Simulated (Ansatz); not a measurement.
# Relaxing WSe$_{2}$

Method: DFT PBEsol+D3(BJ), scalar-relativistic, plane waves, PAW (Ansatz 0.2.0). Run with 420 eV cutoff, 12×12×4 k-mesh, Gaussian smearing of 0.02 eV, no spin polarisation.

What was changed: equal strain along all axes, cell held, atoms relaxed: +1.5 %.

Spin–orbit coupling is left out, which can shift energies with elements as heavy as these.

Command:

```bash
ansatz run input.yaml --threads 1 --pin off --max-ram 2560MiB --backend cpu --events-out ev --progress --plain --runs-dir out
```

Input:

```yaml
crystal:
  lattice:
    - [3.2793019234, 0.0, 0.0]
    - [-1.6396509617, 2.8399587723, 0.0]
    - [0.0, 0.0, 12.6032767114]
  atoms:
    - { symbol: W, position: [0.6666666667, 0.3333333333, 0.2499146886] }
    - { symbol: W, position: [0.3333333333, 0.6666666667, 0.7500853114] }
    - { symbol: Se, position: [0.3333333333, 0.6666666667, 0.3852918064] }
    - { symbol: Se, position: [0.6666666667, 0.3333333333, 0.8854533222] }
    - { symbol: Se, position: [0.3333333333, 0.6666666667, 0.1145466778] }
    - { symbol: Se, position: [0.6666666667, 0.3333333333, 0.6147081936] }
basis:
  ecutwfc: 420
kpoints:
  mp_grid: { grid: [12, 12, 4] }
hamiltonian:
  xc: pbesol
  dispersion: d3bj
scf:
  occupations: { method: gaussian, width: 0.02 }
output:
  forces: true
  stress: true
  eigenvalues: true
relax:
  adjacent_minimum: "off"
  f_tol: 0.008
  max_steps: 40
```

F is the free energy.

At step 2 the energy rises: a step can overshoot before the optimiser corrects it.

Steps:

| step | F − F(1) (eV) | largest force component (eV/Å) |
| --- | --- | --- |
| 1 | 0.0000 | 0.695 |
| 2 | 0.0735 | 1.149 |
| 3 | -0.0548 | 0.050 |
| 4 | -0.0552 | 0.002 |
| 5 | -0.0552 | 0.002 |

Relaxed structure:

```cif
data_structure
_symmetry_space_group_name_H-M 'P 1'
_symmetry_Int_Tables_number 1
_cell_length_a 3.2793
_cell_length_b 3.2793
_cell_length_c 12.6033
_cell_angle_alpha 90.000
_cell_angle_beta 90.000
_cell_angle_gamma 120.000
_cell_volume 117.38
loop_
_atom_site_label
_atom_site_type_symbol
_atom_site_fract_x
_atom_site_fract_y
_atom_site_fract_z
_atom_site_occupancy
W1 W 0.66667 0.33333 0.24991 1
W2 W 0.33333 0.66667 0.75009 1
Se1 Se 0.33333 0.66667 0.38217 1
Se2 Se 0.66667 0.33333 0.88235 1
Se3 Se 0.33333 0.66667 0.11765 1
Se4 Se 0.66667 0.33333 0.61783 1
```

The structure is hexagonal, space group P6_3/mmc (No. 194). Conventional cell: a = 3.279 Å, b = 3.279 Å, c = 12.603 Å, α = 90.00°, β = 90.00°, γ = 120.00°. W (site symmetry -6m2) has 6 Se at 2.52 Å as nearest neighbours. Around Se (site symmetry 3m) lie 3 W at 2.52 Å.

The run converged. Time: 2 min on 1 thread of Arm Neoverse V1, on a shared host, peak memory 0.59 GiB.